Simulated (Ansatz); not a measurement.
GaP (started from an entry of an open crystallographic database) at its r2SCAN geometry, in the plane-wave code Ansatz. One HSE06 run serves as the base. The settings are then varied one at a time, some on purpose to values that make no sense. Doubtful ones may also carry a cap on iterations. All numbers are computed, and spin polarisation is off unless an edit sets a moment.

Base input:
```yaml
crystal:
  lattice:
    - [0.0, 2.7254102088, 2.7254102088]
    - [2.7254102088, 0.0, 2.7254102088]
    - [2.7254102088, 2.7254102088, 0.0]
  atoms:
    - { symbol: Ga, position: [0.0, 0.0, 0.0] }
    - { symbol: P, position: [0.25, 0.25, 0.25] }
kpoints:
  mp_grid: { grid: [4, 4, 4] }
hamiltonian:
  xc: hse06
scf:
  occupations: { method: fixed }
  n_extra_bands: 4
output:
  forces: true
  stress: true
  eigenvalues: true
```

Base results:
```
Basis set: ecut = 420 eV, 749 PW (Γ)
Symmetry: 24 space group operations
Space group: F-43m (ITA 216)
k-points: 8 of 64 (time reversal used)
Exchange kernel: α = 0.2500, screened, ω = 0.2079 Å⁻¹, Wigner–Seitz truncation, v(0) = 1021.1186 eV·Å³, q-mesh 4×4×4
hybrid SCF converged: 2 outer / 12 inner (+2 warm-up)
Free energy (F): -4540.486796 eV
Fermi energy:    6.663608 eV
--- Stress (GPa, compression-positive) ---
        1.130577       0.000000       0.000000
        0.000000       1.130577       0.000000
        0.000000       0.000000       1.130577
  P = ⅓ Tr σ = 1.1306 GPa (11.306 kbar)
--- Band table (eV; the first three rows and the last of 8) ---
  k-point 0: bands = […, -10.3590, -10.3590, -7.0940, 6.6636, 6.6636, 6.6636, 9.5048, 11.4374, 11.4374, 11.4374]
  k-point 1: bands = […, -10.3582, -10.3582, -6.2606, 2.5104, 5.9551, 5.9551, 9.7284, 12.3448, 12.3448, 14.0886]
  k-point 2: bands = […, -10.3537, -10.3537, -4.8650, -0.5589, 5.4512, 5.4512, 9.2017, 12.2798, 12.2798, 15.9232]
  k-point 7: bands = […, -10.3735, -10.3515, -3.7901, -0.4122, 2.7817, 2.9817, 12.1776, 12.6511, 13.7079, 13.8025]
```
The gap over this mesh is 2.305 eV.

Run as `ansatz run input.yaml --threads 4 --pin off --max-ram 3686MiB --backend cpu --events-out ev --progress --plain --runs-dir out`.

Q: The input is altered as follows. How does the run end?
```yaml
hamiltonian:
  xc: lc_wpbe
```

A: The mean stress moves by -4.6 GPa and the gap on the mesh by +4.432 eV (to 6.737). It's another functional on the same cell, so totals aren't comparable.
```
Exchange kernel: α = 0.0000 at short range, 1.0000 at long range (ω = 0.7559 Å⁻¹), several ranges, Wigner–Seitz truncation, v(0) = 6460.8979 eV·Å³, q-mesh 4×4×4
hybrid SCF converged: 3 outer / 12 inner (+2 warm-up)
Free energy (F): -4541.806550 eV
Fermi energy:    4.183464 eV
--- Stress (GPa, compression-positive) ---
       -3.486575       0.000000       0.000000
        0.000000      -3.486575       0.000000
        0.000000       0.000000      -3.486575
  P = ⅓ Tr σ = -3.4866 GPa (-34.866 kbar)
```

Q: The input is altered as follows. How does the run end?
```yaml
hamiltonian:
  xc: { exchange: pbe, correlation: pbe, exx: { coeff: 1.0, omega: 0.5 } }
```

A: That is 100 % exact exchange, screened with ω = 0.5 1/Å, against HSE06's 25 % screened at 0.208 1/Å. The mean stress moves by -1.4 GPa and the gap on the mesh by +0.507 eV (to 2.811). Totals of different functionals aren't comparable.
Lines that differ from the base's log, and the results:
```
Exchange kernel: α = 1.0000, screened, ω = 0.5000 Å⁻¹, Wigner–Seitz truncation, v(0) = 180.9513 eV·Å³, q-mesh 4×4×4
hybrid SCF converged: 3 outer / 15 inner (+2 warm-up)
Free energy (F): -4543.731470 eV
Fermi energy:    6.170568 eV
--- Stress (GPa, compression-positive) ---
       -0.310637       0.000000       0.000000
        0.000000      -0.310637       0.000000
        0.000000       0.000000      -0.310637
  P = ⅓ Tr σ = -0.3106 GPa (-3.106 kbar)
```

Q: Predict the outcome of this edit.
```yaml
hamiltonian:
  xc: { exchange: pbe, correlation: pbe, exx: { coeff: 0.35 } }
```

A: That is 35 % exact exchange, at all ranges, against HSE06's 25 % screened at 0.208 1/Å. The mean stress moves by -1.0 GPa and the gap on the mesh by +1.255 eV (to 3.559). Totals of different functionals aren't comparable.
```
hybrid SCF converged: 3 outer / 13 inner (+2 warm-up)
Free energy (F): -4541.271779 eV
Fermi energy:    5.960210 eV
--- Stress (GPa, compression-positive) ---
        0.152252       0.000000       0.000000
        0.000000       0.152252       0.000000
        0.000000       0.000000       0.152252
  P = ⅓ Tr σ = 0.1523 GPa (1.523 kbar)
```

Q: The input is altered as follows. How does the run end?
```yaml
basis:
  ecutwfc: 250
```

A: 339 plane waves in place of 749. The free energy moves by +701 meV an atom, the mean stress by +0.2 GPa and the gap on the mesh by +0.018 eV (to 2.322). The basis is too small: these are errors of the cutoff.
```
Warning: basis.ecutwfc = 250 eV is below the records' recommended 420 eV, and the density's cutoff is lower with it unless basis.ecutrho_ratio is high enough to keep the records' density cutoff: compare with a run at a higher cutoff
Basis set: ecut = 250 eV, 339 PW (Γ)
hybrid SCF converged: 2 outer / 10 inner (+5 warm-up)
Free energy (F): -4539.083987 eV
Fermi energy:    6.654267 eV
--- Stress (GPa, compression-positive) ---
        1.308638       0.000000       0.000000
        0.000000       1.308638       0.000000
        0.000000       0.000000       1.308638
  P = ⅓ Tr σ = 1.3086 GPa (13.086 kbar)
--- Band table (eV; the first three rows and the last of 8) ---
  k-point 0: bands = […, -11.3145, -11.3145, -7.0706, 6.6543, 6.6543, 6.6543, 9.5556, 11.4445, 11.4445, 11.4445]
  k-point 1: bands = […, -11.4048, -11.4048, -6.2546, 2.4944, 5.9361, 5.9361, 9.7324, 12.3568, 12.3568, 14.0926]
  k-point 2: bands = […, -11.4114, -11.4114, -4.8744, -0.5863, 5.4320, 5.4320, 9.1822, 12.2955, 12.2955, 15.9195]
  k-point 7: bands = […, -11.4283, -11.4217, -3.8021, -0.4516, 2.7529, 2.9616, 12.1683, 12.6102, 13.7130, 13.8128]
```

Q: The input is altered as follows. How does the run end?
```yaml
hamiltonian:
  xc: hf
```

A: The mean stress moves by +4.8 GPa and the gap on the mesh by +5.418 eV (to 7.723). It's another functional on the same cell, so totals aren't comparable.
```
hybrid SCF converged: 4 outer / 17 inner (+3 warm-up)
Free energy (F): -4488.296117 eV
Fermi energy:    4.951590 eV
--- Stress (GPa, compression-positive) ---
        5.903905       0.000000       0.000000
        0.000000       5.903905       0.000000
        0.000000       0.000000       5.903905
  P = ⅓ Tr σ = 5.9039 GPa (59.039 kbar)
--- Band table (eV; the first three rows and the last of 8) ---
  k-point 0: bands = […, -19.7663, -19.7663, -12.5296, 4.9516, 4.9516, 4.9516, 14.2282, 15.8206, 15.8206, 15.8206]
  k-point 1: bands = […, -19.7667, -19.7667, -11.5089, 0.0468, 4.1419, 4.1419, 14.1453, 16.8659, 16.8659, 18.9510]
  k-point 2: bands = […, -19.7652, -19.7652, -9.8193, -3.9128, 3.4956, 3.4956, 13.4974, 16.6837, 16.6837, 20.5621]
  k-point 7: bands = […, -19.7780, -19.7618, -8.5311, -3.5986, 0.2798, 0.6373, 16.2439, 17.6866, 18.0647, 18.6526]
```

The stress of a hybrid is loosely converged in these runs.

The meshes of the hybrids are coarse, so their gaps aren't converged to the digits shown.
